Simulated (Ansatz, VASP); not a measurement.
## One calculation of Sb, two programs

The input INCAR:

```
SYSTEM = Sb
  ALGO = Normal
  EDIFF = 1E-7
  ENCUT = 520
  GGA = PE
  ISIF = 2
  ISMEAR = -1
  LASPH = .TRUE.
  LCHARG = .TRUE.
  LELF = .TRUE.
  LREAL = .FALSE.
  LVHAR = .TRUE.
  LWAVE = .FALSE.
  NBANDS = 8
  NELM = 60
  PREC = Accurate
  SIGMA = 0.05
```

Contents of KPOINTS:

```
k-points
0
G
  13 13 13
  0 0 0
```

The input POSCAR:

```
Sb
1.0
    3.2015837161      0.0000000000      0.0000000000
    0.0000000000      3.2015837161      0.0000000000
    0.0000000000      0.0000000000      3.2015837161
Sb
1
Direct
    0.0000000000      0.0000000000      0.0000000000
```

Input for Ansatz:

```yaml
crystal:
  lattice:
    - [3.2015837161, 0.0, 0.0]
    - [0.0, 3.2015837161, 0.0]
    - [0.0, 0.0, 3.2015837161]
  atoms:
    - { symbol: Sb, position: [0.0, 0.0, 0.0] }
kpoints:
  mp_grid: { grid: [13, 13, 13] }
  band_path:
    path:
      - [0.0, 0.0, 0.0]
      - [0.0, 0.5, 0.0]
      - [0.5, 0.5, 0.0]
      - [0.0, 0.0, 0.0]
      - [0.5, 0.5, 0.5]
      - [0.0, 0.5, 0.0]
      - [0.5, 0.5, 0.5]
      - [0.5, 0.5, 0.0]
    npoints: 5
scf:
  occupations: { method: fermi_dirac, width: 0.05 }
hamiltonian:
  xc: pbe
  pseudopotentials: { kind: all_electron, lapw: { basis_error: 0.001 } }
output:
  forces: true
  stress: true
  eigenvalues: true
```

Change from the starting cell: volume scaled by 1.04.

Alike in both runs: task single point; functional PBE; k mesh 13 × 13 × 13; occupations fermi-dirac, width 0.05 eV; no spin polarisation.

|  | VASP | Ansatz |
| --- | --- | --- |
| version | VASP 6.6.1 | Ansatz 0.2.0 |
| potentials or method | VASP PAW PBE potentials, release 64 (Sb) | all-electron LAPW, scalar-relativistic |
| plane-wave cutoff (eV) | 520 | see its input |

VASP gave:

* pressure (GPa): -4.1

Question: Which values does Ansatz return?

Answer: Pressure (GPa): -4.0.

Ansatz ran all-electron here, so the differences hold the error of VASP's frozen core and of both bases.

The runs have no spin-orbit coupling, so splittings on Sb are missing.
